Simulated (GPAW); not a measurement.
HfN:

```
Hf N
1.0
     0.00000    2.25600    2.25600
     2.25600    0.00000    2.25600
     2.25600    2.25600    0.00000
Hf N
1 1
Direct
  0.00000 0.00000 0.00000
  0.50000 0.50000 0.50000
```

* Program: GPAW 26.7.0
* Task: single point
* Functional: PBE
* Potentials or basis: GPAW PAW data sets (gpaw-data 1.2.1)
* Cutoff: 800 eV
* Basis: pw
* k mesh: 10 × 10 × 10
* Occupations: fermi-dirac, width 0.05 eV
* Spin: no spin polarisation

On this cell: pressure 6.7 GPa; largest force zero by symmetry; band gap on the k mesh none (metal or under the smearing width).

The same run follows on a disturbed copy (atoms moved at random, drawn with an rms of 0.05 Å):

```
Hf N
1.0
     0.00000    2.25600    2.25600
     2.25600    0.00000    2.25600
     2.25600    2.25600    0.00000
Hf N
1 1
Direct
  0.02558 0.01152 0.98645
  0.48681 0.50285 0.51365
```

**Question.** What does the disturbed cell give?

**Answer.** The energy (extrapolated to zero smearing) moves by +42.6 meV/atom; pressure 8.7 GPa; largest force 1.475 eV/Å; band gap on the k mesh none (metal or under the smearing width).

Forces in eV/Å, atoms in the order of the input:
```
Hf   0.518 -0.324 -1.342
N   -0.518  0.324  1.342
```

Stress tensor (GPa, compression positive):
```
 7.48  0.10  0.53
 0.10  7.07 -0.34
 0.53 -0.34 11.44
```
